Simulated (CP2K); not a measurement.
Runs of CP2K 2026.2 on Sn. Symmetry: Fd-3m, No. 227, cubic system. The conventional cell has a = 6.467 Å, b = 6.467 Å, c = 6.467 Å, α = 90.00°, β = 90.00°, γ = 90.00°. Sn (site symmetry -43m) is surrounded by 4 Sn at 2.80 Å. This isn't the form of Sn at room conditions, which is tetragonal (white tin).

| task | level | potentials or basis | smearing | EPS_DEFAULT | NGRIDS | basis sets | potentials | points a segment of the path (NPOINTS) | gap on the mesh (eV) | pressure (GPa) |
| --- | --- | --- | --- | --- | --- | --- | --- | --- | --- | --- |
| band structure | LDA | GTH_POTENTIALS Sn GTH-PADE-q4; DZVP-MOLOPT-PBE-GTH basis | fermi-dirac 0.05 eV | 1.0E-9 | 5 | Sn DZVP-MOLOPT-PBE-GTH-q4 | Sn GTH-PADE-q4 of GTH_POTENTIALS | 8 | none | (c) |
| band structure | BLYP | POTENTIAL_UZH Sn GTH-PBE-q4; TZVP-MOLOPT-PBE-GTH basis | fermi-dirac 0.05 eV | 1.0E-9 | 5 | Sn TZVP-MOLOPT-PBE-GTH-q4 | Sn GTH-PBE-q4 of POTENTIAL_UZH | 6 | none | 5.5 |
| band structure | r2SCAN | POTENTIAL_UZH Sn GTH-SCAN-q4; DZVP-MOLOPT-SCAN-GTH basis | fermi-dirac 0.05 eV | 1.0E-9 | 4 | Sn DZVP-MOLOPT-SCAN-GTH-q4 | Sn GTH-SCAN-q4 of POTENTIAL_UZH | 6 | none | -0.6 |
| single point | PBEsol | POTENTIAL_UZH Sn GTH-PBE-q4; TZVP-MOLOPT-PBE-GTH basis | fermi-dirac 0.05 eV | 1.0E-10 | 5 | Sn TZVP-MOLOPT-PBE-GTH-q4 | Sn GTH-PBE-q4 of POTENTIAL_UZH | - | none | 3.8 |
| single point | PBE | POTENTIAL_UZH Sn GTH-PBE-q4; TZVP-MOLOPT-PBE-GTH basis | fermi-dirac 0.05 eV | 1.0E-10 | 5 | Sn TZVP-MOLOPT-PBE-GTH-q4 | Sn GTH-PBE-q4 of POTENTIAL_UZH | - | none | (b) |
| band structure | PBEsol | POTENTIAL_UZH Sn GTH-PBE-q4; TZVP-MOLOPT-PBE-GTH basis | fermi-dirac 0.0259 eV | 1.0E-9 | 4 | Sn TZVP-MOLOPT-PBE-GTH-q4 | Sn GTH-PBE-q4 of POTENTIAL_UZH | 8 | none | 3.8 |
| band structure | LDA | POTENTIAL_UZH Sn GTH-PBE-q4; TZVP-MOLOPT-PBE-GTH basis | fermi-dirac 0.05 eV | 1.0E-9 | 5 | Sn TZVP-MOLOPT-PBE-GTH-q4 | Sn GTH-PBE-q4 of POTENTIAL_UZH | 6 | none | 3.9 |
| band structure | PBEsol | POTENTIAL_UZH Sn GTH-PBE-q4; TZVP-MOLOPT-PBE-GTH basis | fermi-dirac 0.1 eV | 1.0E-10 | 4 | Sn TZVP-MOLOPT-PBE-GTH-q4 | Sn GTH-PBE-q4 of POTENTIAL_UZH | 8 | none | 3.8 |
| band structure | PW91 | POTENTIAL_UZH Sn GTH-PBE-q4; TZVP-MOLOPT-PBE-GTH basis | fermi-dirac 0.05 eV | 1.0E-9 | 5 | Sn TZVP-MOLOPT-PBE-GTH-q4 | Sn GTH-PBE-q4 of POTENTIAL_UZH | 6 | none | (a) |
| band structure | PBEsol | POTENTIAL_UZH Sn GTH-PBE-q4; DZVP-MOLOPT-PBE-GTH basis | fermi-dirac 0.1 eV | 1.0E-9 | 5 | Sn DZVP-MOLOPT-PBE-GTH-q4 | Sn GTH-PBE-q4 of POTENTIAL_UZH | 10 | none | 4.0 |
| band structure | r2SCAN | POTENTIAL_UZH Sn GTH-PBE-q4; TZVP-MOLOPT-PBE-GTH basis | fermi-dirac 0.05 eV | 1.0E-9 | 5 | Sn TZVP-MOLOPT-PBE-GTH-q4 | Sn GTH-PBE-q4 of POTENTIAL_UZH | 10 | none | 3.5 |

Alike in all rows: no spin polarisation; cell as given; k mesh 7 × 7 × 7.

Problem. Estimate the missing entries.

Solution. (a) 4.1; (b) 4.2; (c) -1.0.

Caveats: the basis of atomic orbitals isn't converged, which shifts pressures, moduli and gaps; the potentials were made for another functional, which shifts forces and pressure (some runs).

A k mesh can miss the band edges, and the runs leave out spin-orbit coupling on Sn.

A gap of «none» marks a metal or a gap under the smearing width.

Not every run made on this cell is shown here.
